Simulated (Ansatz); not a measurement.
# AlN: the cost of one run

Program: Ansatz 0.2.0. Level of theory: DFT PBEsol, scalar-relativistic, plane waves, PAW. These are calculated values, not measurements.

4 further runs of the same task are left out: 4 set aside as unsound or not needed. Runs told in other sessions of the task aren't counted.

### Step 1. Starting point

The cell holds 36 atoms (Al17GeN18): a = 7.343 Å, b = 7.343 Å, c = 7.343 Å, α = 79.00°, β = 79.00°, γ = 79.00°.

The coordinates of this cell stand in the input of its own run.

The host was relaxed before at PBEsol: a = 3.114 Å, b = 3.114 Å, c = 4.984 Å, α = 90.00°, β = 90.00°, γ = 120.00° (conventional cell), 10.461 Å³/atom.

Places, in fractions of the supercell: Ge in place of Al at (0.056, 0.389, 0.056). The start keeps the symmetry of the ideal site.

### Step 2. Band edges of the host over the zone

Contents of input.yaml:

```yaml
crystal:
  lattice:
    - [3.1137807606, 0.0, 0.0]
    - [-1.5568903803, 2.6966132405, 0.0]
    - [0.0, 0.0, 4.9836450386]
  atoms:
    - { symbol: Al, position: [0.6666666667, 0.3333333333, 0.4990218942] }
    - { symbol: Al, position: [0.3333333333, 0.6666666667, 0.9990218942] }
    - { symbol: "N", position: [0.6666666667, 0.3333333333, 0.8809781058] }
    - { symbol: "N", position: [0.3333333333, 0.6666666667, 0.3809781058] }
basis:
  ecutwfc: 420
  xc_grid: 2
kpoints:
  mp_grid: { grid: [9, 9, 4] }
  band_path: { path: [VBM, CBM], npoints: 2 }
hamiltonian:
  xc: pbesol
scf:
  occupations: { method: gaussian, width: 0.02 }
output:
  forces: true
  stress: true
  eigenvalues: true
```

On the command line:

```console
$ ansatz run input.yaml --threads 8 --pin off --max-ram 16384MiB --backend cpu --events-out ev --progress --plain --runs-dir out
```

**Question.** How long does this run take on 8 threads of Arm Neoverse V1, shared host, and how much memory does it need?

About 1.2 s, with a peak of 0.33 GiB.
